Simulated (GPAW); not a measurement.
# GaAs (F-43m) in GPAW: further runs, part 2 of 2

GPAW 26.7.0. Earlier steps stand in the parts before.

### 4 Wannier90, TPSS

run.py reads:

```python
import json
import numpy as np
import subprocess
from ase.dft.bandgap import bandgap
from ase.io import read, write
from ase.units import GPa
from gpaw import GPAW, PW
from gpaw.wannier.wannier90 import Wannier90

atoms = read('GaAs.xyz')

calc = GPAW(mode=PW(600),
            xc='MGGA_X_TPSS+MGGA_C_TPSS',
            kpts={'size': (8, 8, 8), 'gamma': True},
            occupations={'name': 'fermi-dirac', 'width': 0.05},
            nbands=11,
            convergence={'density': 1e-05, 'energy': 1e-05},
            eigensolver='davidson',
            maxiter=150,
            txt='gpaw.txt')
atoms.calc = calc
energy = atoms.get_potential_energy()
forces = atoms.get_forces()
stress = atoms.get_stress()
calc.write('gs.gpw')
write('result.traj', atoms)
print(f'Energy: {energy:.6f} eV')
print('Forces (eV/A):')
print(forces.round(4))
print('Stress (GPa):', (stress / GPa).round(3))
print('Fermi level:', round(calc.get_fermi_level(), 4), 'eV')
print(f'Gap: {bandgap(calc)[0]:.4f} eV, direct: {bandgap(calc, direct=True)[0]:.4f} eV')

nwann = sum(2 * l + 1 for setup in calc.setups for n, l in zip(setup.n_j, setup.l_j) if n > 0)
nbands = nwann + 6
full = calc.fixed_density(kpts={'size': (5, 5, 5), 'gamma': True}, symmetry='off', nbands=nbands + 6,
                          convergence={'bands': nbands, 'eigenstates': 1e-7}, txt='full.txt')
frozen = min(0.5, full.eigenvalues()[0, :, nwann].min() - full.get_fermi_level() - 0.01)  # at most nwann bands inside
w90 = Wannier90(full, seed='w90', bands=range(nbands), spin=0)
w90.write_input(num_iter=0, dis_num_iter=500, dis_froz_max=frozen, search_shells=40)
subprocess.run(['wannier90.x', '-pp', 'w90'], check=True)
w90.write_projections()
w90.write_eigenvalues()
w90.write_overlaps()
subprocess.run(['wannier90.x', 'w90'], check=True)

words = open('w90_hr.dat').read().split('\n', 1)[1].split()
nr = int(words[1])
degeneracy = np.array(words[2:2 + nr], float)
hr = np.array(words[2 + nr:], float).reshape((nr, nwann, nwann, 7))
R, H = hr[:, 0, 0, :3], (hr[..., 5] + 1j * hr[..., 6]) / degeneracy[:, None, None]
path = atoms.cell.bandpath('GXWKGLUWLK,UX', npoints=40, eps=1e-4)
interp = np.array([np.linalg.eigvalsh(np.einsum('r,rji->ij', np.exp(2j * np.pi * R @ k), H)) for k in path.kpts])
exact = calc.fixed_density(kpts=path, symmetry='off', nbands=nwann + 6, convergence={'bands': nwann, 'eigenstates': 1e-7},
                           txt='bands.txt').band_structure().energies[0, :, :nwann]
print(f'Frozen window up to {frozen:.3f} eV over the Fermi level')
window = exact < calc.get_fermi_level() + frozen
miss = abs(interp - exact)[window]
print(f'{nwann} functions; bands in the frozen window, Wannier less DFT: mean {miss.mean():.4f} eV, largest {miss.max():.4f} eV')
json.dump({'interp': interp.tolist(), 'exact': exact.tolist(), 'kpts': path.kpts.tolist(), 'miss': [miss.mean(), miss.max()],
           'onsite': H[abs(R).sum(1).argmin()].diagonal().real.tolist()}, open('wannier.json', 'w'))
```

GaAs.xyz reads:

```xyz
2
Lattice="0.0000000000 2.8268500000 2.8268500000 2.8268500000 0.0000000000 2.8268500000 2.8268500000 2.8268500000 0.0000000000" Properties=species:S:1:pos:R:3 pbc="T T T"
As     4.2402750000      4.2402750000      4.2402750000
Ga     0.0000000000      0.0000000000      0.0000000000
```

Potentials or basis: GPAW PAW data sets (gpaw-data 1.2.1), pw.

The run is started by

```sh
$ OMP_NUM_THREADS=1 python run.py
```

gpaw.txt:

```text
__  _  _
 | _ |_)|_||  |
 |__||  | ||/\| - 26.7.0

Input parameters:
  mode=PW(ecut=600.0),
  convergence={'density': 1e-05, 'energy': 1e-05},
  eigensolver=Davidson(niter=2),
  kpts=MonkhorstPack(size=(8, 8, 8), gamma=True),
  maxiter=150,
  nbands=11,
  occupations=Occupations(name='fermi-dirac', width=0.05),
  xc=XC(name='MGGA_X_TPSS+MGGA_C_TPSS')

Diagonalizing LCAO Hamiltonian
Converting LCAO to pw mode

                    As

       Ga

Atoms  # Å, Bohr magnetons
|   | symbol |        x |        y |        z |    initial magnetic moments |
|---|--------|----------|----------|----------|-----------------------------|
| 0 |     As | 4.240275 | 4.240275 | 4.240275 | ( 0.0000,  0.0000,  0.0000) |
| 1 |     Ga | 0.000000 | 0.000000 | 0.000000 | ( 0.0000,  0.0000,  0.0000) |

Unit cell  # Å
| periodic |        x |        y |        z |  lengths |    angles |
|----------|----------|----------|----------|----------|-----------|
|      yes | 0.000000 | 2.826850 | 2.826850 | 3.997770 | 60.000000 |
|      yes | 2.826850 | 0.000000 | 2.826850 | 3.997770 | 60.000000 |
|      yes | 2.826850 | 2.826850 | 0.000000 | 3.997770 | 60.000000 |

Number of symmetries: 24
Symmetry operations  # r_c * U_cc + t_c -> r_c
|    | kind |            matrix            |
|----|------|------------------------------|
|  0 |  E   |  1, 0, 0,  0, 1, 0,  0, 0, 1 |
|  1 |  σ   |  1, 0, 0,  0, 0, 1,  0, 1, 0 |
|  2 |  σ   |  1, 0,-1,  0, 1,-1,  0, 0,-1 |
|  3 |  C3  |  1, 0,-1,  0, 0,-1,  0, 1,-1 |
|  4 |  C3  |  1,-1, 0,  0,-1, 1,  0,-1, 0 |
|  5 |  σ   |  1,-1, 0,  0,-1, 0,  0,-1, 1 |
|  6 |  σ   |  0, 1, 0,  1, 0, 0,  0, 0, 1 |
|  7 |  C3  |  0, 1, 0,  0, 0, 1,  1, 0, 0 |
|  8 |  C2  |  0, 1,-1,  1, 0,-1,  0, 0,-1 |
|  9 |  S4  |  0, 1,-1,  0, 0,-1,  1, 0,-1 |
| 10 |  C3  |  0, 0, 1,  1, 0, 0,  0, 1, 0 |
| 11 |  σ   |  0, 0, 1,  0, 1, 0,  1, 0, 0 |
| 12 |  S4  |  0, 0,-1,  1, 0,-1,  0, 1,-1 |
| 13 |  C3  |  0, 0,-1,  0, 1,-1,  1, 0,-1 |
| 14 |  S4  |  0,-1, 1,  1,-1, 0,  0,-1, 0 |
| 15 |  C2  |  0,-1, 1,  0,-1, 0,  1,-1, 0 |
| 16 |  C3  |  0,-1, 0,  1,-1, 0,  0,-1, 1 |
| 17 |  S4  |  0,-1, 0,  0,-1, 1,  1,-1, 0 |
| 18 |  S4  | -1, 1, 0, -1, 0, 1, -1, 0, 0 |
| 19 |  C3  | -1, 1, 0, -1, 0, 0, -1, 0, 1 |
| 20 |  C3  | -1, 0, 1, -1, 1, 0, -1, 0, 0 |
| 21 |  S4  | -1, 0, 1, -1, 0, 0, -1, 1, 0 |
| 22 |  σ   | -1, 0, 0, -1, 1, 0, -1, 0, 1 |
| 23 |  C2  | -1, 0, 0, -1, 0, 1, -1, 1, 0 |

BZ-sampling:
  Number of BZ points: 512
  Number of IBZ points: 29

  Monkhorst-Pack size: [8, 8, 8]
  Monkhorst-Pack shift: [0.0625, 0.0625, 0.0625]

K-points  # in reciprocal-cell coordinates
|     |                                coordinates |     weight |
[... 88 lines left out ...]
eigensolver:
  Davidson
  Converge bands: occupied
  niter=2

density mixing:
  MSR1-Mixer
  Pratt-step length: 0.05
  Maximum mixing coefficient: 0.75
  Old densities: 10
  SVD Regularization: 0.005
  Good broyden scale: 1.0
  Trust region scale: 1.0
  Backstep threshold: 4.0
  History deletion threshold: 6.0
  Fourier metric: weight=20.0, sigma=0.015

occupation numbers:
  Fermi-Dirac:
    width: 0.0500  # eV

poisson solver:
  ecut: 4800.0  # eV

xc functional:
  name: MGGA_X_TPSS+MGGA_C_TPSS with 2 nearest neighbor stencil

convergence criteria:
- Maximum integral of absolute [dens]ity change: 1e-05 electrons / valence electron
- Maximum [total energy] change in last 3 cyles: 1e-05 eV / valence electron
- Maximum integral of absolute [eigenst]ate change: 4e-08 eV^2 / valence electron
maximum number of iterations: 150

SCF iterations
|iter     | |      energy | eigst |  dens |
|---------|-|-------------|-------|-------|
|iter:   1| |   18.805567 | +2.53 |       |
|iter:   2| |  -23.011990 | -0.01 | -0.98 |
|iter:   3| |  -22.988264 | -2.23 | -0.90 |
|iter:   4| |  -22.978815 | -2.21 | -1.01 |
|iter:   5| |  -23.016641 | -2.66 | -1.32 |
|iter:   6| |  -22.995254 | -3.15 | -1.38 |
|iter:   7| |  -22.992512 | -4.33 | -1.59 |
|iter:   8| |  -22.990143 | -4.38 | -1.61 |
|iter:   9| |  -22.990389 | -5.40 | -1.72 |
|iter:  10| |  -22.989882 | -3.72 | -1.75 |
|iter:  11| |  -22.990910 | -4.75 | -2.11 |
|iter:  12| |  -22.990922 | -4.05 | -1.98 |
|iter:  13| |  -22.991279 | -4.35 | -2.47 |
|iter:  14| |  -22.991280 | -6.23 | -3.98 |
|iter:  15| |  -22.991280c| -7.39 | -4.33 |
|iter:  16| |  -22.991280c| -8.38c| -4.86 |
|iter:  17| |  -22.991280c| -9.60c| -5.61c|

Converged in 17 steps
Energy contributions relative to reference atoms: (reference = -114387.645129)

Energy contributions:
  Kinetic:          24.277724
  Coulomb:         -21.384665
  Zero:              0.055689
  External:          0.000000
  Xc:              -25.940026
  Entropy:          -0.000004
  Spinorbit:         0.000000
  ----------------------------
  Free energy:     -22.991282
  Extrapolated:    -22.991280

dipole moment: (-10.960002, -10.960002, -10.960002)  # |e|*Ang

Fermi level: 5.257
Eigenvalues  # (at kpt = [0.000, 0.000, 0.000])
| band index |      eig [eV] | occ [0-2] |
|------------|---------------|-----------|
|          0 |        -7.996 |     2.000 |
|          1 |         4.868 |     1.999 |
|          2 |         4.868 |     1.999 |
|          3 |         4.868 |     1.999 |
|          4 |         5.588 |     0.003 |
|          5 |         8.756 |     0.000 |
|          6 |         8.756 |     0.000 |
|          7 |         8.756 |     0.000 |
|          8 |        12.576 |     0.000 |
|          9 |        15.155 |     0.000 |
|         10 |        15.159 |     0.000 |

Gap: 0.720 eV
Transition (v -> c):
  (s=0, k=0, n=3, [0.00, 0.00, 0.00]) -> (s=0, k=0, n=4, [0.00, 0.00, 0.00])
No difference between direct/indirect transitions

Forces  # eV/Ang
|        x |        y |        z |
|----------|----------|----------|
| -0.00000 | -0.00000 | -0.00000 |  # As   0
|  0.00000 | -0.00000 |  0.00000 |  # Ga   1

Stress tensor  # eV/Ang^3
|         x |         y |         z |
|-----------|-----------|-----------|
| -0.020782 |  0.000000 |  0.000000 |
|  0.000000 | -0.020782 |  0.000000 |
|  0.000000 |  0.000000 | -0.020782 |

# Writing to gs.gpw (mode='')
```

Wall time 4.2 min (1 thread of Arm Neoverse V1, shared host); peak memory 0.7 GiB.

What came out:

```yaml
Free_energy: -22.9913 eV
Pressure: 3.3 GPa
Band_gap_on_the_k_mesh: 0.72 eV, direct
Band_gap_along_the_path: 0.72 eV, direct
Total_Wannier_spread: 15.06 Å² over 8 functions
```

Levels at the corners of the path, in eV from the valence-band top:
```csv
point,band 1,band 2,band 3,band 4,band 5,band 6,band 7,band 8
Γ,-12.86,0.00,0.00,0.00,0.72,3.89,3.89,3.89
X,-10.47,-6.83,-2.70,-2.70,1.49,1.72,10.44,10.44
W,-10.43,-6.62,-3.60,-3.38,4.78,4.79,5.62,6.17
K,-10.52,-6.63,-3.92,-2.28,2.03,4.76,8.16,8.28
Γ,-12.86,0.00,0.00,0.00,0.72,3.89,3.89,3.89
L,-11.20,-6.67,-1.14,-1.14,1.13,4.78,4.78,7.82
U,-10.52,-6.63,-3.92,-2.28,2.03,4.76,8.16,8.28
W,-10.43,-6.62,-3.60,-3.38,4.78,4.79,5.62,6.17
L,-11.20,-6.67,-1.14,-1.14,1.13,4.78,4.78,7.82
K,-10.52,-6.63,-3.92,-2.28,2.03,4.76,8.16,8.28
U,-10.52,-6.63,-3.92,-2.28,2.03,4.76,8.16,8.28
X,-10.47,-6.83,-2.70,-2.70,1.49,1.72,10.44,10.44
```

Wannier centres (Å) and spreads (Å²):
```
function      x      y      z  spread
       1  4.240  4.240  4.240   1.251
       2  4.240  4.240  4.240   1.774
       3  4.240  4.240  4.240   1.774
       4  4.240  4.240  4.240   1.774
       5  0.000  0.000  0.000   1.659
       6  0.000  0.000  0.000   2.276
       7  0.000  0.000  0.000   2.276
       8  0.000  0.000  0.000   2.276
```

Caveat: the Wannier interpolation is poor; the PAW data sets were made with another functional, which shifts forces and pressure a little.

### 5 The runs side by side

```tsv
task	level	potentials or basis	spin	band path	band points	spin axis theta (degrees)	spin axis phi (degrees)	soc after scf	gap on the mesh (eV)	pressure (GPa)
equation of state	PBEsol+D4	PAW data sets generated in the run's folder for this functional, pw	off	-	-	-	-	-	-	-
band structure	LDA	the program's PAW data sets (release 1.2.1) made for this functional, pw	SOC, no magnetisation	GXWKGLUWLK,UX	100	90	0	second variation	0.24	-0.9
wannier90	TPSS	GPAW PAW data sets (gpaw-data 1.2.1), pw	off	GXWKGLUWLK,UX	-	-	-	-	0.72	3.3
```

Alike in all rows: cell as given; k mesh 8 × 8 × 8; cutoff (eV) 600; smearing fermi-dirac 0.05 eV.

Caveats: spin-orbit coupling was added after a scalar SCF, so levels and gaps hold it while energy, forces, pressure and moments don't (some runs); this program's spin-orbit splittings come out too wide for heavy elements (some runs); the Wannier interpolation is poor (some runs); the PAW data sets were made with another functional, which shifts forces and pressure a little (some runs).

Total energies depend on the potentials used, so only differences within one code and one set of settings carry meaning.

### 6 How close it comes

Step 3. Measured gap of GaAs: 1.412 eV (direct; 300 K; “Evidence of valence band perturbations in GaAsN/GaAs(001): A combined variable-angle spectroscopic ellipsometry and modulated photoreflectance investigation”, 2008, arxiv:0805.2212). This calculation gives 0.24 eV (-1.17 eV). So large a miss can be the level of theory's own, or it may mean another phase, state or a wrong row. 3 values of this kind are on record (1.412 to 1.51 eV); this one was drawn at random among those near their median, those with a stated uncertainty first. The value is that of LDA, without temperature or zero-point motion. Semilocal functionals fall short of measured gaps as a rule.

Step 4. Against the measured gap of GaAs, 1.412 eV (direct; 300 K; “Evidence of valence band perturbations in GaAsN/GaAs(001): A combined variable-angle spectroscopic ellipsometry and modulated photoreflectance investigation”, 2008, arxiv:0805.2212), the calculated 0.72 eV is off by -0.69 eV. 3 values of this kind are on record (1.412 to 1.51 eV); this one was drawn at random among those near their median, those with a stated uncertainty first. Spin-orbit coupling on As, Ga is left out. The value is that of TPSS, without temperature or zero-point motion.
